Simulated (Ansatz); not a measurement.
# BN (Fmm2) in Ansatz: further runs

Runs on BN. Level: LDA. Tasks: single point, equation of state.

Everything below comes from runs of Ansatz 0.2.0. Logs are shortened: lines on timing, memory, paths and dates and some standing lists are left out, and cuts for length are marked.

### 1 The crystal as given

It takes space group Fmm2 (No. 42, orthorhombic). Conventional cell: a = 2.503 Å, b = 6.991 Å, c = 4.332 Å, α = 90.00°, β = 90.00°, γ = 90.00°. N (site symmetry mm2) is surrounded by 3 B at 1.44 Å. Around B (site symmetry mm2) lie 3 N at 1.44 Å.

Measurements of this composition are mostly on another form, of space group No. 194.

### 2 Single point, LDA, 8.91 Å³/atom (volume scaled by 0.94)

The input, input.yaml:

```yaml
crystal:
  lattice:
    - [0.0, 3.4239628326, 2.1218728889]
    - [1.2260814184, 0.0, 2.1218728889]
    - [1.2260814184, 3.4239628326, 0.0]
  atoms:
    - { symbol: "N", position: [0.66665134, 0.66665134, 0.33334866] }
    - { symbol: B, position: [4.865e-05, 4.865e-05, 0.99995135] }
kpoints:
  mp_grid: { grid: [13, 13, 13] }
scf:
  occupations: { method: fermi_dirac, width: 0.05 }
hamiltonian:
  xc: lda
  pseudopotentials: { kind: all_electron, lapw: { basis_error: 0.001 } }
output:
  forces: true
  stress: true
  eigenvalues: true
```

Potentials or basis: all-electron LAPW, scalar-relativistic.

Launch:

```bash
> ansatz run input.yaml --threads 1 --pin off --max-ram 3072MiB --backend cpu --events-out ev --progress --plain --runs-dir out
```

Output:

```text
Warning: RAYON_NUM_THREADS=1 ignored (pool sized by the plan → 1); use --threads N
LAPW: plane waves up to 12.014 Å⁻¹, error target 1.0e-3 eV per atom; small_component_spin mean_spin; B in spheres of 0.670 Å, 5 of its electrons in bands, Dirac shells []; N in spheres of 0.744 Å, 7 of its electrons in bands, Dirac shells [] (how accurate: hamiltonian.pseudopotentials.lapw.basis_error, Limitations)
Engine: ansatz 0.2.0, x86_64-unknown-linux-gnu
Pseudopotentials: kind: all_electron
Pseudopotential: N, LAPW, valence charge 7, lapw/all_electron/scalar/gaussian/N, Koelling and Harmon's equation, gaussian nucleus
Pseudopotential: B, LAPW, valence charge 5, lapw/all_electron/scalar/gaussian/B, Koelling and Harmon's equation, gaussian nucleus
Functional definition: SPW92
  exchange = slater_x
  correlation = pw_c
Crystal: 2 atoms, lattice volume = 17.815 Å³
Basis set: ecut = 549.9221904809922 eV, 525 PW (Γ), FFT grids on a1−a3, a2, a3, exchange–correlation at level 2
Bands: 10, of which v1, the nominal top of the filled ones, is band 6 counted from 1 (5 counted from 0)
Symmetry: 4 space group operations
Space group: Fmm2 (ITA 42), of the structure as read, at distance tolerance 2.6e-5 Å
k-points: 343 of 2197 (time reversal used)
Non-local potential: N, projectors of the file, none
Non-local potential: B, projectors of the file, none
Initial density: superposition of atomic densities (chi_scale 0.1, normalization cell, long waves kept (reshape's long-wave potential 0.00 eV rms))
Initial wavefunctions: plane waves of lowest kinetic energy (no species holds an atomic orbital)
Functional: x = slater, c = lda
iter 1 solved again at ethr=4.03e-2 eV; its pass at ethr=1.00e-1 eV (dr2=4.83e0 eV) is discarded
SCF iter   1: F=—  HF=-2154.968458 eV  |F-HF|=—  |Δ(HF+E_count)|=         —  Δρ=1.66e-1  dr2=4.84e0  ethr=4.03e-2  ⟨swp⟩=2.0  Hψ=24418  notcnv=0
preconditioner: auto → none  [insulator: Δε(μ)=5.912 eV  Ē_g=20.557 eV  σ=0.050 eV  W_gap=1.00  n_scr=2 (ndim 8)  ℏωp=24.9 eV  f_vac=0.000  D(μ)=0.00/eV (n_scr^D=0)  ε∞_Penn≈2.5]
iter 2 solved again at ethr=3.34e-3 eV; its pass at ethr=4.03e-2 eV (dr2=4.01e-1 eV) is discarded
SCF iter   2: F=—  HF=-2153.018339 eV  |F-HF|=—  |Δ(HF+E_count)|=    1.95e0  Δρ=6.19e-2  dr2=4.01e-1  ethr=3.34e-3  ⟨swp⟩=2.0  Hψ=18990  notcnv=0
SCF iter   3: F=—  HF=-2152.818338 eV  |F-HF|=—  |Δ(HF+E_count)|=   2.00e-1  Δρ=2.29e-2  dr2=6.21e-2  ethr=3.34e-3  ⟨swp⟩=3.0  Hψ=9999  notcnv=0
SCF iter   4: F=—  HF=-2152.796218 eV  |F-HF|=—  |Δ(HF+E_count)|=         —  Δρ=5.35e-3  dr2=2.51e-3  ethr=5.17e-4  ⟨swp⟩=3.0  Hψ=9920  notcnv=0
the basis was enlarged: its passes take 13.3 KiB over the memory plan, 1 of 1 planned eigensolver slots
SCF iter   5: F=—  HF=-2152.795605 eV  |F-HF|=—  |Δ(HF+E_count)|=   6.13e-4  Δρ=6.08e-4  dr2=3.23e-5  ethr=2.09e-5  ⟨swp⟩=3.0  Hψ=8350  notcnv=0
SCF iter   6: F=—  HF=-2152.795600 eV  |F-HF|=—  |Δ(HF+E_count)|=   4.99e-6  Δρ=4.30e-5  dr2=1.26e-7  ethr=2.69e-7  ⟨swp⟩=3.0  Hψ=8594  notcnv=0
SCF iter   7: F=-2152.795600 eV  HF=-2152.795600 eV  |F-HF|=1.27e-9  |Δ(HF+E_count)|=   2.14e-8  Δρ=3.22e-6  dr2=1.87e-9  ethr=1.05e-9  ⟨swp⟩=2.4  Hψ=7706  notcnv=0
SCF 1 converged in 7 iterations: F = -2152.795600 eV  dr2 = 1.87e-9
SCF converged after 7 iterations
Free energy (F): -2152.795600 eV
Harris-Foulkes:  -2152.795600 eV  (|F-HF|=1.27e-9)
Internal energy: -2152.795600 eV  (E = F + TS)
E sigma→0 (E₀):  -2152.795600 eV
Fermi energy:    6.724150 eV
--- Per-component energies (eV) ---
  E_band       = -1081.161979
  E_kinetic    = 2144.600075
  E_xc         = -283.441988
  E_electrostatic = -4013.953687  (all electrons and nuclei)
  E_smearing   = -0.000000  (= −TS)
  E_closure    = 0.000000  (closes the sum)
  E_atoms      = -2133.513677  (free atoms, spherical and without spin; not in F)
  Σ components = -2152.795600   (vs F -2152.795600, Δ=0.00e0)
  Basis errors (estimates in eV, not in F): energy 6.1e-4 per atom: plane waves 5.9e-4 (3.8e-4 summed), levels above the bands 3.8e-117, relativity 1.3e-8, radial functions 2.9e-5, core shells 0.0e0; eigenvalues (radial functions only) 6.7e-6; not estimated: angular momenta, meshes, grids; target (lapw.basis_error) 1.0e-3; muffin-tin radii B 0.670 Å, N 0.744 Å
--- Forces (eV/Å), atoms counted from 1 ---
  atom   1  N      0.00000000    -0.00000000    -0.01342217
  atom   2  B      0.00000000     0.00000000     0.01342200
  max |Σ_I F_I| component: 1.69e-7 eV/Å
--- Stress (GPa, compression-positive) ---
       17.614262       0.000000       0.000000
        0.000000      -0.914743       0.000000
        0.000000       0.000000      17.639219
  P = ⅓ Tr σ = 11.4462 GPa (114.462 kbar)
--- Band table (eV; the first three rows and the last of 343) ---
  k-point 0: bands = ["-366.0668", "-164.4164", "-13.2396", "0.0423", "3.4474", "3.4558", "9.4006", "16.7296", "16.7972", "18.3576"]
  k-point 1: bands = ["-366.0668", "-164.4163", "-13.1155", "0.1612", "2.9664", "3.2115", "9.6747", "16.7173", "17.2860", "17.9161"]
  k-point 2: bands = ["-366.0668", "-164.4163", "-12.7490", "0.5166", "1.7117", "2.6174", "10.4234", "16.5805", "16.7183", "18.7618"]
  k-point 342: bands = ["-366.0668", "-164.4162", "-9.8102", "-4.4271", "0.1502", "4.3328", "10.6015", "15.1268", "17.0968", "18.8767"]
```

It took 54 s on 1 thread of Intel Xeon at 2.70GHz, shared host; peak memory 0.6 GiB.

What came out:

| Item | Value |
| --- | --- |
| Free energy | -2152.7956 eV |
| Pressure | 11.4 GPa |
| Largest force | 0.013 eV/Å |
| Band gap on the k mesh | 3.73 eV, indirect (least direct gap 4.66 eV) |

Caveat: an odd mesh through Γ misses points on the zone boundary, where band edges often lie.

### 3 Single point, LDA, 9.10 Å³/atom (volume scaled by 0.96)

input.yaml: that of step 2 with these lines changed.

```diff
@@ -2,5 +2,5 @@
   lattice:
-    - [0.0, 3.4239628326, 2.1218728889]
-    - [1.2260814184, 0.0, 2.1218728889]
-    - [1.2260814184, 3.4239628326, 0.0]
+    - [0.0, 3.4480760414, 2.1368161481]
+    - [1.2347160791, 0.0, 2.1368161481]
+    - [1.2347160791, 3.4480760414, 0.0]
   atoms:
```

Potentials or basis: all-electron LAPW, scalar-relativistic.

Launch:

```bash
> ansatz run input.yaml --threads 1 --pin off --max-ram 3072MiB --backend cpu --events-out ev --progress --plain --runs-dir out
```

Run time: 63 s. Hardware: 1 thread of Intel Xeon at 2.70GHz, shared host; peak memory 0.6 GiB.

Results (log left out):

| Item | Value |
| --- | --- |
| Free energy | -2152.8159 eV |
| Pressure | 5.8 GPa |
| Largest force | 0.012 eV/Å |
| Band gap on the k mesh | 3.72 eV, indirect (least direct gap 4.61 eV) |

Caveat: an odd mesh through Γ misses points on the zone boundary, where band edges often lie.

### 4 Single point, LDA, 9.29 Å³/atom (volume scaled by 0.98)

input.yaml: that of step 3 with these lines changed.

```diff
@@ -2,5 +2,5 @@
   lattice:
-    - [0.0, 3.4480760414, 2.1368161481]
-    - [1.2347160791, 0.0, 2.1368161481]
-    - [1.2347160791, 3.4480760414, 0.0]
+    - [0.0, 3.4718566277, 2.1515532769]
+    - [1.2432316315, 0.0, 2.1515532769]
+    - [1.2432316315, 3.4718566277, 0.0]
   atoms:
```

Launch:

```bash
> ansatz run input.yaml --threads 1 --pin off --max-ram 3072MiB --backend cpu --events-out ev --progress --plain --runs-dir out
```

Wall time 56 s (1 thread of Intel Xeon at 2.70GHz, shared host); peak memory 0.6 GiB.

It converged, with:

```yaml
Free_energy: -2152.8233 eV
Pressure: 0.6 GPa
Largest_force: 0.011 eV/Å
Band_gap_on_the_k_mesh: 3.71 eV, indirect (least direct gap 4.56 eV)
```

Caveat: an odd mesh through Γ misses points on the zone boundary, where band edges often lie.

### 5 Single point, LDA, 9.48 Å³/atom

input.yaml: that of step 4 with these lines changed.

```diff
@@ -2,5 +2,5 @@
   lattice:
-    - [0.0, 3.4718566277, 2.1515532769]
-    - [1.2432316315, 0.0, 2.1515532769]
-    - [1.2432316315, 3.4718566277, 0.0]
+    - [0.0, 3.49531583, 2.16609124]
+    - [1.2516321, 0.0, 2.16609124]
+    - [1.2516321, 3.49531583, 0.0]
   atoms:
```

Launch:

```bash
> ansatz run input.yaml --threads 1 --pin off --max-ram 3072MiB --backend cpu --events-out ev --progress --plain --runs-dir out
```

It took 67 s on 1 thread of Intel Xeon at 2.70GHz, shared host; peak memory 0.61 GiB.

It converged, with:

- Free energy: -2152.8191 eV
- Pressure: -4.1 GPa
- Largest force: 0.010 eV/Å
- Band gap on the k mesh: 3.70 eV, indirect (least direct gap 4.51 eV)

Caveat: an odd mesh through Γ misses points on the zone boundary, where band edges often lie.

### 6 Single point, LDA, 9.67 Å³/atom (volume scaled by 1.02)

input.yaml: that of step 5 with these lines changed.

```diff
@@ -2,5 +2,5 @@
   lattice:
-    - [0.0, 3.49531583, 2.16609124]
-    - [1.2516321, 0.0, 2.16609124]
-    - [1.2516321, 3.49531583, 0.0]
+    - [0.0, 3.5184642916, 2.1804366332]
+    - [1.2599212959, 0.0, 2.1804366332]
+    - [1.2599212959, 3.5184642916, 0.0]
   atoms:
```

Potentials or basis: all-electron LAPW, scalar-relativistic.

Launch:

```bash
> ansatz run input.yaml --threads 1 --pin off --max-ram 3072MiB --backend cpu --events-out ev --progress --plain --runs-dir out
```

Run time: 58 s. Hardware: 1 thread of Intel Xeon at 2.70GHz, shared host; peak memory 0.6 GiB.

Results (log left out):

| Item | Value |
| --- | --- |
| Free energy | -2152.8043 eV |
| Pressure | -8.4 GPa |
| Largest force | 0.010 eV/Å |
| Band gap on the k mesh | 3.69 eV, indirect (least direct gap 4.47 eV) |

Caveat: an odd mesh through Γ misses points on the zone boundary, where band edges often lie.

### 7 Single point, LDA, 9.86 Å³/atom (volume scaled by 1.04)

input.yaml: that of step 6 with these lines changed.

```diff
@@ -2,5 +2,5 @@
   lattice:
-    - [0.0, 3.5184642916, 2.1804366332]
-    - [1.2599212959, 0.0, 2.1804366332]
-    - [1.2599212959, 3.5184642916, 0.0]
+    - [0.0, 3.5413121025, 2.1945957093]
+    - [1.2681028322, 0.0, 2.1945957093]
+    - [1.2681028322, 3.5413121025, 0.0]
   atoms:
```

Launch:

```bash
> ansatz run input.yaml --threads 1 --pin off --max-ram 3072MiB --backend cpu --events-out ev --progress --plain --runs-dir out
```

It took 64 s on 1 thread of Intel Xeon at 2.70GHz, shared host; peak memory 0.6 GiB.

It converged, with:

```
Free energy            : -2152.7797 eV
Pressure               : -12.3 GPa
Largest force          : 0.009 eV/Å
Band gap on the k mesh : 3.68 eV, indirect (least direct gap 4.42 eV)
```

Caveat: an odd mesh through Γ misses points on the zone boundary, where band edges often lie.

### 8 Single point, LDA, 10.04 Å³/atom (volume scaled by 1.06)

input.yaml: that of step 7 with these lines changed.

```diff
@@ -2,5 +2,5 @@
   lattice:
-    - [0.0, 3.5413121025, 2.1945957093]
-    - [1.2681028322, 0.0, 2.1945957093]
-    - [1.2681028322, 3.5413121025, 0.0]
+    - [0.0, 3.5638688387, 2.2085744028]
+    - [1.2761801381, 0.0, 2.2085744028]
+    - [1.2761801381, 3.5638688387, 0.0]
   atoms:
```

Launch:

```bash
> ansatz run input.yaml --threads 1 --pin off --max-ram 3072MiB --backend cpu --events-out ev --progress --plain --runs-dir out
```

It took 47 s on 1 thread of Intel Xeon at 2.70GHz, shared host; peak memory 0.61 GiB.

Results (log left out):

| Quantity | Value |
| --- | --- |
| Free energy | -2152.7463 eV |
| Pressure | -15.9 GPa |
| Largest force | 0.008 eV/Å |
| Band gap on the k mesh | 3.67 eV, indirect (least direct gap 4.38 eV) |

Caveat: an odd mesh through Γ misses points on the zone boundary, where band edges often lie.

### 9 Equation of state, LDA

Potentials or basis: all-electron LAPW, scalar-relativistic.

This step only gathers the single runs of the series.

Results:

```yaml
Equilibrium_volume: 9.31 Å³/atom
Bulk_modulus_at_fixed_shape_and_positions: 239 GPa
Pressure_derivative_of_the_bulk_modulus: 3.6
```

Energy against volume, from the lowest point:
| volume (Å³/atom) | energy (meV/atom) |
| --- | --- |
| 8.908 | 13.86 |
| 9.097 | 3.73 |
| 9.287 | 0.00 |
| 9.476 | 2.11 |
| 9.666 | 9.53 |
| 9.855 | 21.81 |
| 10.045 | 38.50 |

Caveat: the cell was scaled at fixed shape and fractional positions, which overstates the stiffness of a crystal with free parameters, most of all of layers and chains.
